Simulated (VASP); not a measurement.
# B (R-3m) in VASP: relaxation of cell and atoms with PBEsol

Aim: the relaxation of cell and atoms of B with PBEsol.

All numbers are computed with VASP 6.6.1; they aren't measurements. Logs are shortened: lines on timing, memory, paths and dates and some standing lists are left out, and cuts for length are marked.

## Step 1: Starting point

It takes space group R-3m (No. 166, trigonal). Conventional cell: a = 4.898 Å, b = 4.898 Å, c = 12.524 Å, α = 90.00°, β = 90.00°, γ = 120.00°. B (site symmetry m) is surrounded by 6 B at 1.67 to 1.80 Å. Around B (site symmetry m) lie 7 B at 1.77 to 2.01 Å.

## Step 2: Relaxation of cell and atoms, PBEsol

INCAR

```
  PREC = Accurate
  ENCUT = 580
  EDIFF = 1E-7
  ISMEAR = 0
  SIGMA = 0.02
  LREAL = False
  LASPH = True
  NELM = 60
  ALGO = Fast
  ISIF = 3
  LWAVE = False
  LCHARG = False
  GGA = PS
  IBRION = 2
  NSW = 90
  EDIFFG = -0.005
```

KPOINTS

```
Automatic mesh
0
Gamma
  6 6 6
```

POSCAR

```
B
1.0
    2.4491963900      1.4140442000      4.1747204400
   -2.4491963900      1.4140442000      4.1747204400
    0.0000000000     -2.8280883900      4.1747204400
B
12
Direct
    0.0099700400      0.6542851200      0.0099700400
    0.0099700400      0.0099700400      0.6542851200
    0.6542851200      0.0099700400      0.0099700400
    0.3457148800      0.9900299600      0.9900299600
    0.9900299600      0.3457148800      0.9900299600
    0.9900299600      0.9900299600      0.3457148800
    0.2205655700      0.6316348300      0.2205655700
    0.2205655700      0.2205655700      0.6316348300
    0.6316348300      0.2205655700      0.2205655700
    0.3683651700      0.7794344300      0.7794344300
    0.7794344300      0.3683651700      0.7794344300
    0.7794344300      0.7794344300      0.3683651700
```

Potentials or basis: VASP PAW PBE potentials, release 64 (B).

Launch:

```bash
$ cat potpaw_PBE.64/B/POTCAR > POTCAR
$ mpirun -np 1 vasp_std > vasp.out
```

OUTCAR:

```text
PREC = Accurate
   ENCUT = 580
   EDIFF = 1E-7
   ISMEAR = 0
   LREAL = False
   LASPH = True
   NELM = 60
   ISIF = 3
   GGA = PS
   IBRION = 2
   NSW = 90
   EDIFFG = -0.005

 ion  position               nearest neighbor table
   1  0.010  0.654  0.010-   5 1.67   3 1.74   2 1.74   7 1.79  12 1.80  10 1.80
   2  0.010  0.010  0.654-   6 1.67   3 1.74   1 1.74   8 1.79  10 1.80  11 1.80
   3  0.654  0.010  0.010-   4 1.67   1 1.74   2 1.74   9 1.79  12 1.80  11 1.80
   4  0.346  0.990  0.990-   3 1.67   5 1.74   6 1.74  10 1.79   8 1.80   7 1.80
   5  0.990  0.346  0.990-   1 1.67   4 1.74   6 1.74  11 1.79   8 1.80   9 1.80
   6  0.990  0.990  0.346-   2 1.67   4 1.74   5 1.74  12 1.79   9 1.80   7 1.80
   7  0.221  0.632  0.221-  12 1.77  10 1.77   1 1.79   6 1.80   4 1.80   9 2.01   8 2.01
   8  0.221  0.221  0.632-  10 1.77  11 1.77   2 1.79   4 1.80   5 1.80   7 2.01   9 2.01
   9  0.632  0.221  0.221-  12 1.77  11 1.77   3 1.79   6 1.80   5 1.80   7 2.01   8 2.01
  10  0.368  0.779  0.779-   8 1.77   7 1.77   4 1.79   2 1.80   1 1.80  11 2.01  12 2.01
  11  0.779  0.368  0.779-   8 1.77   9 1.77   5 1.79   2 1.80   3 1.80  10 2.01  12 2.01
  12  0.779  0.779  0.368-   7 1.77   9 1.77   6 1.79   3 1.80   1 1.80  10 2.01  11 2.01

  LATTYP: Found a trigonal (rhomboedric) cell.
 ALAT       =     5.0424572094
 COS(alpha) =     0.5281621515

  Lattice vectors:

 A1 = (   2.4491963900,   1.4140442000,   4.1747204400)
 A2 = (  -2.4491963900,   1.4140442000,   4.1747204400)
 A3 = (   0.0000000000,  -2.8280883900,   4.1747204400)

Analysis of symmetry for initial positions (statically):
=====================================================================
 Subroutine PRICEL returns:
 Original cell was already a primitive cell.

 Routine SETGRP: Setting up the symmetry group for a
 trigonal (rhombohedral) supercell.

 Subroutine GETGRP returns: Found 12 space group operations
 (whereof 12 operations were pure point group operations)
 out of a pool of 12 trial point group operations.

The static configuration has the point symmetry D_3d.

Analysis of symmetry for dynamics (positions and initial velocities):
=====================================================================
 Subroutine PRICEL returns:
 Original cell was already a primitive cell.

 Routine SETGRP: Setting up the symmetry group for a
 trigonal (rhombohedral) supercell.

 Subroutine GETGRP returns: Found 12 space group operations
 (whereof 12 operations were pure point group operations)
 out of a pool of 12 trial point group operations.

The dynamic configuration has the point symmetry D_3d.

 Subroutine INISYM returns: Found 12 space group operations
 (whereof 12 operations are pure point group operations),
 and found     1 'primitive' translations

----------------------------------------------------------------------------------------

                                     Primitive cell

  volume of cell :      86.7492

  direct lattice vectors                    reciprocal lattice vectors
     2.449196390  1.414044200  4.174720440     0.204148594  0.117865246  0.079845666
    -2.449196390  1.414044200  4.174720440    -0.204148594  0.117865246  0.079845666
     0.000000000 -2.828088390  4.174720440     0.000000000 -0.235730491  0.079845666

  length of vectors
     5.042457209  5.042457209  5.042457208     0.248885908  0.248885908  0.248885908

  position of ions in fractional coordinates (direct lattice)
     0.009970040  0.654285120  0.009970040
     0.009970040  0.009970040  0.654285120
     0.654285120  0.009970040  0.009970040
     0.345714880  0.990029960  0.990029960
     0.990029960  0.345714880  0.990029960
     0.990029960  0.990029960  0.345714880
     0.220565570  0.631634830  0.220565570
     0.220565570  0.220565570  0.631634830
     0.631634830  0.220565570  0.220565570
     0.368365170  0.779434430  0.779434430
     0.779434430  0.368365170  0.779434430
     0.779434430  0.779434430  0.368365170

  ion indices of the primitive-cell ions
   primitive index   ion index
                 1           1
                 2           2
                 3           3
                 4           4
                 5           5
                 6           6
                 7           7
                 8           8
                 9           9
                10          10
                11          11
                12          12

----------------------------------------------------------------------------------------

 KPOINTS: Automatic mesh

Automatic generation of k-mesh.
 Grid dimensions read from file:
 generate k-points for:    6    6    6

 Generating k-lattice:

  Cartesian coordinates                     Fractional coordinates (reciprocal lattice)
     0.034024766  0.019644208  0.013307611     0.166666667  0.000000000 -0.000000000
    -0.034024766  0.019644208  0.013307611     0.000000000  0.166666667 -0.000000000
     0.000000000 -0.039288415  0.013307611    -0.000000000 -0.000000000  0.166666667

  Length of vectors
     0.041480985  0.041480985  0.041480985

  Shift w.r.t. Gamma in fractional coordinates (k-lattice)
     0.000000000  0.000000000  0.000000000

 Subroutine IBZKPT returns following result:
 ===========================================

 Found     32 irreducible k-points:

 Following reciprocal coordinates:
            Coordinates               Weight
  0.000000  0.000000  0.000000      1.000000
  0.166667  0.000000  0.000000      6.000000
  0.333333 -0.000000  0.000000      6.000000
  0.500000 -0.000000  0.000000      3.000000
  0.166667  0.166667  0.000000      6.000000
  0.333333  0.166667  0.000000     12.000000
[... 16 lines left out ...]
  0.500000  0.500000  0.166667      6.000000
 -0.333333  0.500000  0.166667     12.000000
 [... further k-points ...]
   k-points           NKPTS =     32   k-points in BZ     NKDIM =     32   number of bands    NBANDS=     25
   number of dos      NEDOS =    301   number of ions     NIONS =     12
   total plane-waves  NPLWV =  64000
   dimension x,y,z NGX =    40 NGY =   40 NGZ =   40
   dimension x,y,z NGXF=    80 NGYF=   80 NGZF=   80
   ions per type =              12
   NGX,Y,Z   is equivalent  to a cutoff of  13.19, 13.19, 13.19 a.u.
   NGXF,Y,Z  is equivalent  to a cutoff of  26.38, 26.38, 26.38 a.u.
 SYSTEM =  unknown system
   PREC   = accura    normal or accurate (medium, high low for compatibility)
   ISTART =      0    job   : 0-new  1-cont  2-samecut
   ICHARG =      2    charge: 1-file 2-atom 10-const
   ISPIN  =      1    spin polarized calculation?
   LNONCOLLINEAR =      F non collinear calculations
   LSORBIT =      F    spin-orbit coupling
   LASPH  =      T    aspherical Exc in radial PAW
   ENCUT  =  580.0 eV  42.63 Ry    6.53 a.u.   9.90  9.90  9.90*2*pi/ulx,y,z
   NELM   =     60;   NELMIN=  2; NELMDL= -5     # of ELM steps
   EDIFF  = 0.1E-06   stopping-criterion for ELM
   LREAL  =      F    real-space projection
   EDIFFG = -.5E-02   stopping-criterion for IOM
   NSW    =     90    number of steps for IOM
   IBRION =      2    ionic relax: 0-MD 1-quasi-New 2-CG
   NFREE  =      1    steps in history (QN), initial steepest desc. (CG)
   ISIF   =      3    stress and relaxation
   ISYM   =      2    0-nonsym 1-usesym 2-fastsym
   POTIM  = 0.5000    time-step for ionic-motion
   TEBEG  =    0.0;   TEEND  =   0.0 temperature during run
   PSTRESS=    0.0 pullay stress
   NELECT =      36.0000    total number of electrons
   NUPDOWN=      -1.0000    fix difference up-down
   EMIN   =  10.00;   EMAX   =-10.00  energy-range for DOS
   EFERMI =   0.00;   METHOD = LEGACY
   ISMEAR =     0;   SIGMA  =   0.02  broadening in eV -4-tet -1-fermi 0-gaus
   EFERMI_NEDOS =   21; number of points for ismear=-14 and -15
   IALGO  =     68    algorithm
   IMIX   =      4    mixing-type and parameters
     AMIX     =   0.40;   BMIX     =  1.00
     AMIX_MAG =   1.60;   BMIX_MAG =  1.00
  volume/ion in A,a.u.               =       7.23        48.78
  Fermi-wavevector in a.u.,A,eV,Ry     =   1.221108  2.307559 20.287697  1.491104
  Thomas-Fermi vector in A             =   2.356301
   LORBIT       =      0    0 simple, 1 ext, 2 COOP (PROOUT), +10 PAW based schemes
   GGA     = PS    functional components
   LHFCALC =     F    Hartree Fock is set to
   AEXX    =    0.0000 exact exchange contribution
   IVDW    =     0    specifies the selected vdW correction
   LEPSILON=     F    determine dielectric tensor
   LRPA    =     F    only Hartree local field effects (RPA)
 conjugate gradient relaxation of ions
 non-spin polarized calculation
 RMM-DIIS sequential band-by-band and
 Gauss-broadening in eV      SIGMA  =   0.02
  energy-cutoff  :      580.00
  volume of cell :       86.75
 maximum number of plane-waves:      2776
   NGX = 19   NGY = 19   NGZ = 19

--------------------------------------- Ionic step        1  -------------------------------------------

 number of electron      36.0000000 magnetization

 Free energy of the ion-electron system (eV)
  ---------------------------------------------------
  ext. energy  EPLUGINS =         0.00000000
  ---------------------------------------------------
  free energy    TOTEN  =       -84.47128440 eV

  energy without entropy =      -84.47128440  energy(sigma->0) =      -84.47128440

------------------------ aborting loop because EDIFF is reached ----------------------------------------

  FORCE on cell =-STRESS in cart. coord.  units (eV):
  Direction    XX          YY          ZZ          XY          YZ          ZX
  --------------------------------------------------------------------------------------
  -------------------------------------------------------------------------------------
  Total       -0.9095836     -0.9095836     -0.6770147      0.0000000     -0.0000000      0.0000000
  in kB      -16.7991760    -16.7991760    -12.5038414      0.0000000     -0.0000000      0.0000000
  external PRESSURE =     -15.3673978 kB  Pullay stress =       0.0000000 kB
[... 261 lines left out ...]
  energy  without entropy=      -84.4809992768  energy(sigma->0) =      -84.48099928

--------------------------------------- Ionic step        7  -------------------------------------------

 number of electron      36.0000000 magnetization

 Free energy of the ion-electron system (eV)
  ---------------------------------------------------
  ext. energy  EPLUGINS =         0.00000000
  ---------------------------------------------------
  free energy    TOTEN  =       -84.48100937 eV

  energy without entropy =      -84.48100937  energy(sigma->0) =      -84.48100937

 E-fermi :   6.1441     XC(G=0): -11.7136

 val. band max:        6.0472814166   @ k =   0.5000   0.5000   0.5000
 cond. band min:       7.3706201307   @ k =   0.0000   0.0000   0.0000
 fundamental gap:      1.3233387141
 Fermi energy:         6.1441376940

 k-point     1 :       0.0000    0.0000    0.0000
  band No.  band energies     occupation
      1     -10.2869      2.00000
      2      -4.4725      2.00000
      3      -4.2145      2.00000
      4      -4.2145      2.00000
      5      -3.2592      2.00000
      6      -2.5670      2.00000
[... 661 lines left out ...]
     24      11.1676      0.00000
     25      11.5767      0.00000

 [... further k-points ...]

------------------------ aborting loop because EDIFF is reached ----------------------------------------

  FORCE on cell =-STRESS in cart. coord.  units (eV):
  Direction    XX          YY          ZZ          XY          YZ          ZX
  --------------------------------------------------------------------------------------
  -------------------------------------------------------------------------------------
  Total        0.0002499      0.0002499     -0.0064045      0.0000000     -0.0000000      0.0000000
  in kB        0.0046607      0.0046607     -0.1194589      0.0000000     -0.0000000      0.0000000
  external PRESSURE =      -0.0367125 kB  Pullay stress =       0.0000000 kB
[... 27 lines left out ...]
  FREE ENERGIE OF THE ION-ELECTRON SYSTEM (eV)
  ---------------------------------------------------
  free  energy   TOTEN  =       -84.4810093735 eV

  energy  without entropy=      -84.4810093735  energy(sigma->0) =      -84.48100937

 reached required accuracy - stopping structural energy minimisation
```

Wall time 2.6 min (1 thread of Intel Xeon 6975P-C (Granite Rapids), shared host); peak memory 0.27 GiB.

What came out:

```
Free energy                            : -84.4810 eV
Relaxed volume                         : 7.16 Å³/atom
Relaxed cell                           : a = 5.031 Å, b = 5.031 Å, c = 5.031 Å, α = 58.00°, β = 58.00°, γ = 58.00°
Space group after relaxing (to 0.05 Å) : R-3m (No. 166)
Energy gained by relaxing              : 0.8 meV/atom
Ionic steps                            : 7
Pressure after relaxing                : 0.0 GPa
Largest force after relaxing           : 0.004 eV/Å
Band gap on the k mesh                 : 1.32 eV, indirect (least direct gap 1.68 eV)
```

Forces in eV/Å, atoms in the order of the input:
```
B    0.001 -0.001  0.000
B    0.000  0.002  0.000
B   -0.001 -0.001  0.000
B    0.001  0.001  0.000
B   -0.001  0.001  0.000
B    0.000 -0.002  0.000
B   -0.001  0.000 -0.004
B    0.000 -0.001 -0.004
B    0.001  0.000 -0.004
B   -0.001  0.000  0.004
B    0.001  0.000  0.004
B    0.000  0.001  0.004
```

The path:
```tsv
step	energy change (eV)	largest force (eV/Å)	pressure (GPa)	volume (Å³)
1	0.0000	0.1665	-1.54	86.75
2	-0.0091	0.0760	0.18	85.88
3	-0.0091	0.0759	0.17	85.88
4	-0.0091	0.1001	-0.07	85.88
5	-0.0096	0.0210	0.05	85.88
6	-0.0097	0.0061	-0.02	85.90
7	-0.0097	0.0040	0.00	85.90
```

Final structure:
```xyz
12
Lattice="2.4390 1.4082 4.1683 -2.4390 1.4082 4.1683 0.0000 -2.8163 4.1683" Properties=species:S:1:pos:R:3 pbc="T T T"
B    -1.5686    0.9056    2.8136
B     0.0000   -1.8112    2.8136
B     1.5686    0.9056    2.8136
B    -1.5686   -0.9056    9.6912
B     1.5686   -0.9056    9.6912
B     0.0000    1.8112    9.6912
B    -0.9951    0.5745    4.4728
B     0.0000   -1.1490    4.4728
B     0.9951    0.5745    4.4728
B    -0.9951   -0.5745    8.0320
B     0.9951   -0.5745    8.0320
B     0.0000    1.1490    8.0320
```

Caveat: the PAW data sets were made with another functional, which shifts forces and pressure a little. A k mesh can miss the band edges.
